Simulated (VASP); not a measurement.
# HgSe (F-43m) in VASP: further runs, part 2 of 2

VASP 6.6.1.

### Step 6. Relaxation of cell and atoms, PBE+D3(BJ)

INCAR

```
SYSTEM = HgSe
ALGO = Normal
EDIFF = 1E-6
EDIFFG = -0.01
ENCUT = 600
GGA = PE
IBRION = 2
ISIF = 3
ISMEAR = 0
IVDW = 12
LASPH = .True.
LCHARG = .False.
LREAL = .False.
LWAVE = .False.
NELM = 80
NSW = 90
PREC = Accurate
SIGMA = 0.03
```

KPOINTS

```
k-points
0
Gamma
  10 10 10
  0 0 0
```

POSCAR

```
HgSe
1.0
    0.0000000000      3.0390000000      3.0390000000
    3.0390000000      0.0000000000      3.0390000000
    3.0390000000      3.0390000000      0.0000000000
Hg Se
1 1
Direct
    0.0000000000      0.0000000000      0.0000000000
    0.2500000000      0.2500000000      0.2500000000
```

Potentials or basis: VASP PAW PBE potentials, release 64 (Hg, Se).

On the command line:

```sh
$ cat potpaw_PBE.64/Hg/POTCAR potpaw_PBE.64/Se/POTCAR > POTCAR
$ mpirun -np 1 vasp_std > vasp.out
```

OUTCAR:

```text
SYSTEM = HgSe
   EDIFF = 1E-6
   EDIFFG = -0.01
   ENCUT = 600
   GGA = PE
   IBRION = 2
   ISIF = 3
   ISMEAR = 0
   IVDW = 12
   LASPH = .True.
   LREAL = .False.
   NELM = 80
   NSW = 90
   PREC = Accurate
 IVDW          = 12

 ion  position               nearest neighbor table
   1  0.000  0.000  0.000-   2 2.63   2 2.63   2 2.63   2 2.63
   2  0.250  0.250  0.250-   1 2.63   1 2.63   1 2.63   1 2.63

  LATTYP: Found a face centered cubic cell.
 ALAT       =     6.0780000000

  Lattice vectors:

 A1 = (   0.0000000000,   3.0390000000,   3.0390000000)
 A2 = (   3.0390000000,   0.0000000000,   3.0390000000)
 A3 = (   3.0390000000,   3.0390000000,   0.0000000000)

Analysis of symmetry for initial positions (statically):
=====================================================================
 Subroutine PRICEL returns:
 Original cell was already a primitive cell.

 Routine SETGRP: Setting up the symmetry group for a
[... 258 lines left out ...]
  free energy    TOTEN  =        -4.07343190 eV

  energy without entropy =       -4.07338562  energy(sigma->0) =       -4.07340876

 E-fermi :   1.2938     XC(G=0):  -8.8171

 val. band max:        1.2846398426   @ k =   0.0000   0.0000   0.0000
 cond. band min:       1.7258789346   @ k =   0.1000   0.0000   0.0000
 fundamental gap:      0.4412390920
 Fermi energy:         1.2937771063

 k-point     1 :       0.0000    0.0000    0.0000
  band No.  band energies     occupation
      1     -11.8410      2.00000
      2      -5.6006      2.00000
      3      -5.6006      2.00000
      4      -5.6006      2.00000
      5      -4.9386      2.00000
      6      -4.9386      2.00000
      7       0.2862      2.00000
      8       1.2846      1.33334
      9       1.2846      1.33334
     10       1.2846      1.33334
     11       6.8352      0.00000
     12       6.8352      0.00000
     13       6.8352      0.00000
[... 354 lines left out ...]
  band No.  band energies     occupation
      1     -11.3905      2.00000
      2      -5.4490      2.00000
      3      -5.2730      2.00000
      4      -5.2488      2.00000
      5      -4.8806      2.00000
      6      -4.8639      2.00000
      7      -2.8360      2.00000
      8      -0.5375      2.00000
      9      -0.3827      2.00000
     10       3.9731      0.00000
     11       4.8522      0.00000
     12       8.5927      0.00000
     13       9.4367      0.00000

 [... further k-points ...]

------------------------ aborting loop because EDIFF is reached ----------------------------------------

 Edisp (eV)   -0.63384

 E8    (eV) :    -0.2740
[... 25 lines left out ...]
  FREE ENERGIE OF THE ION-ELECTRON SYSTEM (eV)
  ---------------------------------------------------
  free  energy   TOTEN  =        -4.7072725799 eV

  energy  without entropy=       -4.7072262996  energy(sigma->0) =       -4.70724944

 reached required accuracy - stopping structural energy minimisation
```

OSZICAR:

```text
N       E                     dE             d eps       ncg     rms          rms(c)
DAV:   1     0.121006721852E+03    0.12101E+03   -0.93676E+03  1238   0.138E+03
[... 25 lines left out ...]
DAV:   1    -0.414047682126E+01   -0.55848E-01   -0.13937E+00  1272   0.149E+01    0.184E+00
DAV:   2    -0.408031568681E+01    0.60161E-01   -0.14709E-01  1277   0.605E+00    0.626E-01
DAV:   3    -0.407400166667E+01    0.63140E-02   -0.20174E-02  1257   0.147E+00    0.627E-01
DAV:   4    -0.407348987305E+01    0.51179E-03   -0.16847E-03  1277   0.441E-01    0.536E-02
DAV:   5    -0.407343049820E+01    0.59375E-04   -0.56605E-04  1322   0.365E-01    0.707E-02
DAV:   6    -0.407343147576E+01   -0.97756E-06   -0.79189E-05  1347   0.126E-01    0.106E-02
DAV:   7    -0.407343190175E+01   -0.42599E-06   -0.75722E-07   986   0.871E-03
   3 F= -.47072726E+01 E0= -.47072494E+01  d E =-.250814E-01
```

CONTCAR:

```text
HgSe
   1.00000000000000
    -0.0000000000000000    3.0914572674053056    3.0914572674053056
     3.0914572674053056    0.0000000000000000    3.0914572674053056
     3.0914572674053056    3.0914572674053056   -0.0000000000000000
  Hg              Se
     1     1
Direct
     0.0000000000000000    0.0000000000000000    0.0000000000000000
     0.2500000000000000    0.2500000000000000    0.2500000000000000

  0.00000000E+00  0.00000000E+00  0.00000000E+00
  0.00000000E+00  0.00000000E+00  0.00000000E+00
```

It took 81 s on 1 thread of Intel Xeon Platinum 8259CL at 2.50GHz (Skylake/Cascade Lake), shared host; peak memory 0.24 GiB.

What came out:

- Free energy: -4.7073 eV
- Relaxed volume: 29.55 Å³/atom
- Relaxed cell: a = 4.372 Å, b = 4.372 Å, c = 4.372 Å, α = 60.00°, β = 60.00°, γ = 60.00°
- Space group after relaxing (to 0.05 Å): F-43m (No. 216)
- Energy gained by relaxing: 12.5 meV/atom
- Ionic steps: 3
- Pressure after relaxing: 0.0 GPa
- Band gap on the k mesh: none (metal or under the smearing width)
- Dispersion energy per atom: -0.317 eV

Step by step:
| step | energy change (eV) | largest force (eV/Å) | pressure (GPa) | volume (Å³) |
| --- | --- | --- | --- | --- |
| 1 | 0.0000 | 0.0000 | 2.87 | 56.13 |
| 2 | -0.0214 | 0.0000 | -0.93 | 60.31 |
| 3 | -0.0251 | 0.0000 | 0.01 | 59.09 |

Final structure:
```
CELL_PARAMETERS angstrom
0.00000 3.09146 3.09146
3.09146 0.00000 3.09146
3.09146 3.09146 0.00000
ATOMIC_POSITIONS crystal
Hg 0.00000 0.00000 0.00000
Se 0.25000 0.25000 0.25000
```

Caveat: pairwise dispersion overbinds metals, which lowers pressure and volume.

### Step 7. Summary

| level | potentials or basis | k mesh | cutoff (eV) | gap on the mesh (eV) | pressure (GPa) | relaxed volume (Å³/atom) |
| --- | --- | --- | --- | --- | --- | --- |
| LDA | VASP PAW LDA potentials, release 64 (Hg, Se) | 10 × 10 × 10 | 600 | none | 0.0 | - |
| PBE | VASP PAW PBE potentials, release 64 (Hg, Se) | 5 × 5 × 5 | 300 | none | 0.0 | 30.65 |
| PBE+D3(BJ) | VASP PAW PBE potentials, release 64 (Hg, Se) | 10 × 10 × 10 | 600 | none | 0.0 | 29.55 |

Alike in all rows: task relaxation of cell and atoms; no spin polarisation; cell relaxed; smearing gaussian 0.03 eV.

Caveats: the relaxation stopped at its first step, so nothing moved (some runs); pairwise dispersion overbinds metals, which lowers pressure and volume (some runs).

Absolute energies hang on the potentials; compare differences alone.
